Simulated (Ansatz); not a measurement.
# BN (R3m) in Ansatz: reference runs

Aim: a first look at BN with PBEsol, on the cell as given.

All numbers are computed with Ansatz 0.2.0; they aren't measurements. Logs are shortened: lines on timing, memory, paths and dates and some standing lists are left out, and cuts for length are marked.

## 1. The structure

Symmetry: R3m, No. 160, trigonal system. The conventional cell has a = 2.502 Å, b = 2.502 Å, c = 10.119 Å, α = 90.00°, β = 90.00°, γ = 120.00°. N (site symmetry 3m) has 3 B at 1.44 Å as nearest neighbours. B (site symmetry 3m) has 3 N at 1.44 Å as nearest neighbours.

The cell is a database's computed one.

## 2. Single point, PBEsol

The input, input.yaml:

```yaml
crystal:
  lattice:
    - [1.2511217832, 0.7223354983, 3.3729344033]
    - [-1.2511217832, 0.7223354983, 3.3729344033]
    - [0.0, -1.4446709966, 3.3729344033]
  atoms:
    - { symbol: "N", position: [0.6672382, 0.6672382, 0.6672382] }
    - { symbol: B, position: [0.0003288, 0.0003288, 0.0003288] }
kpoints:
  mp_grid: { grid: [12, 12, 12] }
scf:
  occupations: { method: fermi_dirac, width: 0.05 }
hamiltonian:
  xc: pbesol
  pseudopotentials: { kind: all_electron, lapw: { basis_error: 0.001 } }
output:
  forces: true
  stress: true
  eigenvalues: true
  populations: true
```

Potentials or basis: all-electron LAPW, scalar-relativistic.

On the command line:

```bash
ansatz run input.yaml --threads 1 --pin off --max-ram 3072MiB --backend cpu --events-out ev --progress --plain --runs-dir out
```

Output:

```text
Warning: RAYON_NUM_THREADS=1 ignored (pool sized by the plan → 1); use --threads N
N: projections on atomic orbitals take those of the free atom 1s2 2s2 2p3, of charge +0.00 (hamiltonian.pseudopotentials.projection_atoms)
B: projections on atomic orbitals take those of the free atom 1s2 2s2 2p1, of charge +0.00 (hamiltonian.pseudopotentials.projection_atoms)
LAPW: plane waves up to 11.734 Å⁻¹, error target 1.0e-3 eV per atom; small_component_spin mean_spin; B in spheres of 0.682 Å, 5 of its electrons in bands, Dirac shells []; N in spheres of 0.762 Å, 7 of its electrons in bands, Dirac shells [] (how accurate: hamiltonian.pseudopotentials.lapw.basis_error, Limitations)
Engine: ansatz 0.2.0, x86_64-unknown-linux-gnu
Pseudopotentials: kind: all_electron
Pseudopotential: N, LAPW, valence charge 7, lapw/all_electron/scalar/gaussian/N, Koelling and Harmon's equation, gaussian nucleus
Pseudopotential: B, LAPW, valence charge 5, lapw/all_electron/scalar/gaussian/B, Koelling and Harmon's equation, gaussian nucleus
Functional definition: PBEsol
  exchange = pbesol_x
  correlation = pbesol_c
Crystal: 2 atoms, lattice volume = 18.289 Å³
Basis set: ecut = 524.6092959215887 eV, 517 PW (Γ), FFT grids on a1−a3, a2−a3, a3, exchange–correlation at level 2
Bands: 10, of which v1, the nominal top of the filled ones, is band 6 counted from 1 (5 counted from 0)
Symmetry: 6 space group operations
Space group: R3m (ITA 160), of the structure as read, at distance tolerance 2.6e-5 Å
k-points: 189 of 1728 (time reversal used)
Non-local potential: N, projectors of the file, none
Non-local potential: B, projectors of the file, none
Initial density: superposition of atomic densities (chi_scale 0.1, normalization cell, long waves kept (reshape's long-wave potential 0.00 eV rms))
Initial wavefunctions: plane waves of lowest kinetic energy (no species holds an atomic orbital)
Functional: x = pbesol(κ = 0.804, μ = 0.12345679012345678), c = pbesol(β = 0.046)
iter 1 solved again at ethr=3.48e-2 eV; its pass at ethr=1.00e-1 eV (dr2=4.18e0 eV) is discarded
SCF iter   1: F=—  HF=-2161.975543 eV  |F-HF|=—  |Δ(HF+E_count)|=         —  Δρ=1.52e-1  dr2=4.18e0  ethr=3.48e-2  ⟨swp⟩=2.0  Hψ=13442  notcnv=0
preconditioner: auto → none  [insulator: Δε(μ)=6.019 eV  Ē_g=19.883 eV  σ=0.050 eV  W_gap=1.00  n_scr=2 (ndim 8)  ℏωp=24.6 eV  f_vac=0.000  D(μ)=0.00/eV (n_scr^D=0)  ε∞_Penn≈2.5]
iter 2 solved again at ethr=3.02e-3 eV; its pass at ethr=3.48e-2 eV (dr2=3.62e-1 eV) is discarded
SCF iter   2: F=—  HF=-2160.389975 eV  |F-HF|=—  |Δ(HF+E_count)|=    1.59e0  Δρ=5.76e-2  dr2=3.62e-1  ethr=3.02e-3  ⟨swp⟩=2.0  Hψ=10399  notcnv=0
SCF iter   3: F=—  HF=-2160.217885 eV  |F-HF|=—  |Δ(HF+E_count)|=   1.72e-1  Δρ=2.22e-2  dr2=6.10e-2  ethr=3.02e-3  ⟨swp⟩=3.0  Hψ=5680  notcnv=0
SCF iter   4: F=—  HF=-2160.201736 eV  |F-HF|=—  |Δ(HF+E_count)|=         —  Δρ=5.03e-3  dr2=2.47e-3  ethr=5.08e-4  ⟨swp⟩=3.0  Hψ=5422  notcnv=0
the basis was enlarged: its passes take 48.4 KiB over the memory plan, 1 of 1 planned eigensolver slots
SCF iter   5: F=—  HF=-2160.201617 eV  |F-HF|=—  |Δ(HF+E_count)|=   1.19e-4  Δρ=5.34e-4  dr2=2.53e-5  ethr=2.06e-5  ⟨swp⟩=3.0  Hψ=4915  notcnv=0
SCF iter   6: F=—  HF=-2160.201624 eV  |F-HF|=—  |Δ(HF+E_count)|=   6.76e-6  Δρ=3.80e-5  dr2=1.09e-7  ethr=2.11e-7  ⟨swp⟩=3.0  Hψ=4697  notcnv=0
SCF iter   7: F=-2160.201624 eV  HF=-2160.201624 eV  |F-HF|=1.33e-9  |Δ(HF+E_count)|=   1.07e-7  Δρ=3.05e-6  dr2=2.35e-9  ethr=9.10e-10  ⟨swp⟩=3.0  Hψ=4509  notcnv=0
SCF 1 converged in 7 iterations: F = -2160.201624 eV  dr2 = 2.35e-9
SCF converged after 7 iterations
Free energy (F): -2160.201624 eV
Harris-Foulkes:  -2160.201624 eV  (|F-HF|=1.33e-9)
Internal energy: -2160.201624 eV  (E = F + TS)
E sigma→0 (E₀):  -2160.201624 eV
Fermi energy:    6.811557 eV
--- Per-component energies (eV) ---
  E_band       = -1087.465374
  E_kinetic    = 2152.343520
  E_xc         = -290.245242
  E_electrostatic = -4022.299902  (all electrons and nuclei)
  E_smearing   = -0.000000  (= −TS)
  E_closure    = 0.000000  (closes the sum)
  E_atoms      = -2141.847337  (free atoms, spherical and without spin; not in F)
  Σ components = -2160.201624   (vs F -2160.201624, Δ=0.00e0)
  Basis errors (estimates in eV, not in F): energy 6.3e-4 per atom: plane waves 6.0e-4 (3.9e-4 summed), levels above the bands 8.1e-112, relativity 1.5e-8, radial functions 2.8e-5, core shells 0.0e0; eigenvalues (radial functions only) 4.8e-6; not estimated: angular momenta, meshes, grids; target (lapw.basis_error) 1.0e-3; muffin-tin radii B 0.682 Å, N 0.762 Å
--- Forces (eV/Å), atoms counted from 1 ---
  atom   1  N      0.00000000     0.00000000    -0.00267267
  atom   2  B     -0.00000000     0.00000000     0.00268285
  max |Σ_I F_I| component: 1.02e-5 eV/Å
--- Stress (GPa, compression-positive) ---
        0.808147       0.000000      -0.000000
        0.000000       0.808147       0.000000
        0.000000       0.000000       0.488666
  P = ⅓ Tr σ = 0.7017 GPa (7.017 kbar)
--- Band table (eV; the first three rows and the last of 189) ---
  k-point 0: bands = ["-368.1467", "-165.8678", "-13.0682", "0.4649", "3.4000", "3.4000", "9.6426", "16.3115", "16.3115", "17.7837"]
  k-point 1: bands = ["-368.1467", "-165.8678", "-12.9298", "0.6140", "2.8310", "3.1413", "9.9249", "16.2310", "16.9062", "17.3115"]
  k-point 2: bands = ["-368.1467", "-165.8678", "-12.5223", "1.0468", "1.4135", "2.5115", "10.6687", "15.9738", "16.1530", "18.5221"]
  k-point 188: bands = ["-368.1467", "-165.8678", "-12.8013", "-1.5371", "3.3826", "3.3826", "14.6434", "16.2400", "16.2400", "16.8987"]
--- Löwdin populations: 2 sites ---
  site symbol       q [e]
     0      N      7.3641
     1      B      4.5808
  spilling = 0.004592 (of n_electrons = 12.000000)
```

It took 28 s on 1 thread of Intel Xeon Platinum 8375C at 2.90GHz (Ice Lake), shared host; peak memory 0.45 GiB.

Results:

- Free energy: -2160.2016 eV
- Pressure: 0.7 GPa
- Band gap on the k mesh: 4.18 eV, indirect (least direct gap 4.64 eV)
- Loewdin charges: N -0.36; B +0.42 e

Forces in eV/Å, atoms in the order of the input:
```
N    0.000  0.000 -0.003
B    0.000  0.000  0.003
```

Stress tensor (GPa, compression positive):
```
0.81 0.00 0.00
0.00 0.81 0.00
0.00 0.00 0.49
```
